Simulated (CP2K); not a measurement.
CsPbCl3:

```
CELL_PARAMETERS angstrom
5.60500 0.00000 0.00000
0.00000 5.60500 0.00000
0.00000 0.00000 5.60500
ATOMIC_POSITIONS crystal
Pb 0.50000 0.50000 0.50000
Cs 0.00000 0.00000 0.00000
Cl 0.50000 0.00000 0.50000
Cl 0.00000 0.50000 0.50000
Cl 0.50000 0.50000 0.00000
```

Base run:

- Program: CP2K 2026.2
- Functional: PBE
- Potentials or basis: POTENTIAL_UZH Pb GTH-PBE-q4, Cs GTH-PBE-q9, Cl GTH-PBE-q7; TZVP-MOLOPT-PBE-GTH basis
- Density cutoff: 6123 eV
- k mesh: 5 × 5 × 5
- Occupations: fermi-dirac, width 0.01 eV
- Spin: no spin polarisation

Its results: pressure 2.1 GPa.

The run is repeated on the same cell with these changes: functional from PBE to PBEsol; ngrids from 4 to 5; potential files from those of the base run to others of the same set. What comes out?

Pressure 1.0 GPa.

Caveats: the basis of atomic orbitals isn't converged, which shifts pressures, moduli and gaps; the potentials were made for another functional, which shifts forces and pressure (some runs).

Not every run made on this cell is shown here.
